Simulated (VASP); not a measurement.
**SiO₂ in VASP 6.6.1, relaxation**

INCAR

```
ENCUT = 600
EDIFF = 1E-7
GGA = CA
LASPH = .TRUE.
SIGMA = 0.02
PREC = Accurate
IBRION = 2
PSTRESS = 10
LCHARG = .FALSE.
ISIF = 6
LWAVE = .FALSE.
NSW = 40
NELM = 120
NBANDS = 15
EDIFFG = -5E-3
ISMEAR = -1
LREAL = .FALSE.
```

KPOINTS

```
KPOINTS created by Atomic Simulation Environment
0
Gamma
8 8 8
0 0 0
```

POSCAR

```
Si O
 1.0000000000000000
     0.0000000000000000    2.2903635270075742    2.2903635270075742
     2.2903635270075742    0.0000000000000000    2.2903635270075742
     2.2903635270075742    2.2903635270075742   -0.0000000000000000
 Si  O
   1   2
Cartesian
  0.0000000000000000  0.0000000000000000  0.0000000000000000
  1.1451817635037871  1.1451817635037871  1.1451817635037871
  3.4355452905113619  3.4355452905113619  3.4355452905113619
```

The recommended LDA PAW datasets give the neutral cell 16 valence electrons.

Command

```
mpirun -np 1 vasp_std
```

OSZICAR

```
N       E                     dE             d eps       ncg     rms          rms(c)
DAV:   1     0.564863231791E+02    0.56486E+02   -0.92699E+03   894   0.113E+03
DAV:   2    -0.229056443606E+02   -0.79392E+02   -0.70039E+02  1150   0.231E+02
DAV:   3    -0.254515041218E+02   -0.25459E+01   -0.25347E+01  1038   0.399E+01
DAV:   4    -0.254613766493E+02   -0.98725E-02   -0.98719E-02  1122   0.292E+00
DAV:   5    -0.254614297402E+02   -0.53091E-04   -0.53090E-04  1059   0.210E-01    0.108E+01
DAV:   6    -0.227481015582E+02    0.27133E+01   -0.52923E+00   898   0.213E+01    0.413E+00
DAV:   7    -0.227209501688E+02    0.27151E-01   -0.27621E-01  1045   0.431E+00    0.172E+00
DAV:   8    -0.226947105819E+02    0.26240E-01   -0.23038E-02   947   0.149E+00    0.459E-01
DAV:   9    -0.226922468617E+02    0.24637E-02   -0.16625E-03  1045   0.412E-01    0.158E-01
DAV:  10    -0.226922337033E+02    0.13158E-04   -0.24459E-04  1003   0.121E-01    0.256E-02
...
DAV:   4    -0.227363751793E+02    0.84590E-06   -0.51045E-07   891   0.657E-03    0.177E-03
DAV:   5    -0.227363751304E+02    0.48824E-07   -0.98239E-08   498   0.272E-03
   5 F= -.22593539E+02 E0= -.22593539E+02  d E =-.169151E-05
       N       E                     dE             d eps       ncg     rms          rms(c)
DAV:   1    -0.227363299524E+02    0.45227E-04   -0.29312E-04   877   0.162E-01    0.296E-02
DAV:   2    -0.227363170389E+02    0.12913E-04   -0.29863E-05   891   0.510E-02    0.620E-03
DAV:   3    -0.227363166070E+02    0.43194E-06   -0.21323E-06   989   0.116E-02    0.276E-03
DAV:   4    -0.227363164114E+02    0.19553E-06   -0.10182E-07   652   0.303E-03    0.803E-04
DAV:   5    -0.227363163996E+02    0.11837E-07   -0.21456E-08   456   0.133E-03
   6 F= -.22593543E+02 E0= -.22593543E+02  d E =-.590969E-05
```

From OUTCAR

```
k-points           NKPTS =     29   k-points in BZ     NKDIM =     29   number of bands    NBANDS=     15

   NELECT =      16.0000    total number of electrons

   dimension x,y,z NGX =    28 NGY =   28 NGZ =   28
   dimension x,y,z NGXF=    56 NGYF=   56 NGZF=   56

  energy-cutoff  :      600.00
  volume of cell :       22.87
      direct lattice vectors                 reciprocal lattice vectors
    -0.000000000  2.253076377  2.253076377    -0.221918797  0.221918797  0.221918797
     2.253076377  0.000000000  2.253076377     0.221918797 -0.221918797  0.221918797
     2.253076377  2.253076377  0.000000000     0.221918797  0.221918797 -0.221918797

 k-points in reciprocal lattice and weights: KPOINTS created by Atomic Simulation Env
   0.00000000  0.00000000  0.00000000       0.002
   0.12500000  0.00000000  0.00000000       0.016
   0.25000000  0.00000000  0.00000000       0.016
   0.37500000  0.00000000  0.00000000       0.016
   0.50000000  0.00000000  0.00000000       0.008
   0.12500000  0.12500000  0.00000000       0.012
   0.25000000  0.12500000  0.00000000       0.047
   0.37500000  0.12500000  0.00000000       0.047
   ...

 E-fermi :  10.1275

 k-point     1 :       0.0000    0.0000    0.0000
  band No.  band energies     occupation
      1     -13.2606      2.00000
      2      -5.9425      2.00000
      3       3.7484      2.00000
      4       3.7484      2.00000
      5       3.7484      2.00000
      6       7.4101      2.00000
      7       7.4101      2.00000
      8       7.4101      2.00000
      9      12.2062      0.00000
     10      15.4951      0.00000
     11      15.4951      0.00000
     12      15.4951      0.00000
     13      21.9306      0.00000
     14      21.9306      0.00000
     15      24.0775      0.00000

 k-point     2 :       0.1250    0.0000    0.0000
  band No.  band energies     occupation
      1     -13.0278      2.00000
      2      -6.2654      2.00000
      3       3.5887      2.00000
      4       3.7628      2.00000
      5       3.7628      2.00000
      6       6.6864      2.00000
      7       7.1128      2.00000
      8       7.1128      2.00000
      9      13.1576      0.00000
     10      15.6541      0.00000
     11      15.9132      0.00000
     12      15.9132      0.00000
     13      22.3747      0.00000
     14      22.3747      0.00000
     15      24.9338      0.00000

 k-point     3 :       0.2500    0.0000    0.0000
  band No.  band energies     occupation
      1     -12.3473      2.00000
      2      -7.1704      2.00000
      3       3.1758      2.00000
      4       3.8493      2.00000
      5       3.8493      2.00000
      6       5.5689      2.00000
      7       6.3848      2.00000
      8       6.3848      2.00000
      9      14.5538      0.00000
     10      16.7221      0.00000
     11      17.1059      0.00000
     12      17.1059      0.00000
     13      23.2619      0.00000
     14      23.2619      0.00000
     15      26.2595      0.00000

 ...

  Total        0.1423672      0.1423672      0.1423672      0.0000000      0.0000000      0.0000000
  in kB        9.9715557      9.9715557      9.9715557      0.0000000      0.0000000      0.0000000
  external PRESSURE =      -0.0284443 kB  Pullay stress =      10.0000000 kB

 POSITION                                       TOTAL-FORCE (eV/Angst)
 -----------------------------------------------------------------------------------
      0.00000      0.00000      0.00000         0.000000      0.000000      0.000000
      1.12654      1.12654      1.12654         0.000000      0.000000      0.000000
      3.37961      3.37961      3.37961        -0.000000     -0.000000     -0.000000
 -----------------------------------------------------------------------------------
    total drift:                                0.000000      0.000000      0.000000

  FREE ENERGIE OF THE ION-ELECTRON SYSTEM (eV)
  ---------------------------------------------------
  free  energy   TOTEN  =       -22.7363163996 eV

  energy  without entropy=      -22.7363163996  energy(sigma->0) =      -22.73631640
```

```csv
ionic step,ΔH (meV/atom),volume (Å³),largest force (eV/Å),pressure (GPa),electronic steps
1,0.0,24.03,0.000,-12.62,13
2,2.7,21.74,0.000,18.52,9
3,-17.1,22.89,0.000,0.85,8
4,-17.1,22.86,0.000,1.15,5
5,-17.1,22.88,0.000,0.87,5
6,-17.1,22.87,0.000,1.00,5
```

It converged. Results: relaxed cell vector lengths 3.186, 3.186, 3.186 Å; relaxed cell volume 22.87 Å³.

For comparison, a separate LDA relaxation on usual settings, not on those above, ends at 22.95 Å³.

The run above took about 19 s on one core of a shared host (Intel Xeon 6975P-C) and held 0.14 GiB at most.
